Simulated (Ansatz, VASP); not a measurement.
**One calculation of Au, two programs**

The input INCAR:

```
SYSTEM = Au
ALGO     = Normal         ! electronic algorithm
EDIFF    = 1E-6           ! SCF threshold, eV
ENCUT    = 520            ! plane-wave cutoff, eV
GGA      = CA             ! functional
ISIF     = 2              ! what is computed and relaxed
ISMEAR   = -1             ! smearing method
LASPH    = .TRUE.         ! aspherical terms in the spheres
LCHARG   = .FALSE.        ! write CHGCAR
LREAL    = .FALSE.        ! projectors in reciprocal space
LWAVE    = .FALSE.        ! write WAVECAR
NBANDS   = 12             ! bands
NELM     = 100            ! most SCF steps
PREC     = Accurate       ! precision mode
SIGMA    = 0.05           ! smearing width, eV
```

The input KPOINTS:

```
k-points
0
G
  11 11 11
  0 0 0
```

Contents of POSCAR:

```
Au
1.0
    0.0000000000      2.0213418704      2.0213418704
    2.0213418704      0.0000000000      2.0213418704
    2.0213418704      2.0213418704      0.0000000000
Au
1
Direct
    0.0000000000      0.0000000000      0.0000000000
```

Contents of input.yaml:

```yaml
crystal:
  lattice:
    - [0.0, 2.0213418704, 2.0213418704]
    - [2.0213418704, 0.0, 2.0213418704]
    - [2.0213418704, 2.0213418704, 0.0]
  atoms:
    - { symbol: Au, position: [0.0, 0.0, 0.0] }
hamiltonian:
  xc: lda
  pseudopotentials: { kind: paw, xc_functional: lda, accuracy: standard }
kpoints:
  mp_grid: { grid: [11, 11, 11] }
scf:
  occupations: { method: fermi_dirac, width: 0.05 }
output:
  forces: true
  stress: true
  eigenvalues: true
```

Alike in both runs: task single point; functional LDA; k mesh 11 × 11 × 11; occupations fermi-dirac, width 0.05 eV; no spin polarisation.

```csv
,VASP,Ansatz
version,VASP 6.6.1,Ansatz 0.2.0
potentials or method,"VASP PAW LDA potentials, release 64 (Au)",JTH PAW LDA
plane-wave cutoff (eV),520,750
valence electrons in the cell,11,11
```

|  | VASP | Ansatz | Ansatz less VASP |
| --- | --- | --- | --- |
| gap on the k mesh at the Fermi level (eV) | none | none | - |
| pressure (GPa) | 1.2 | 1.0 | -0.22 |

A gap of «none» marks a metal or a gap that the smearing closes.

The runs have no spin-orbit coupling, so splittings on Au are missing.
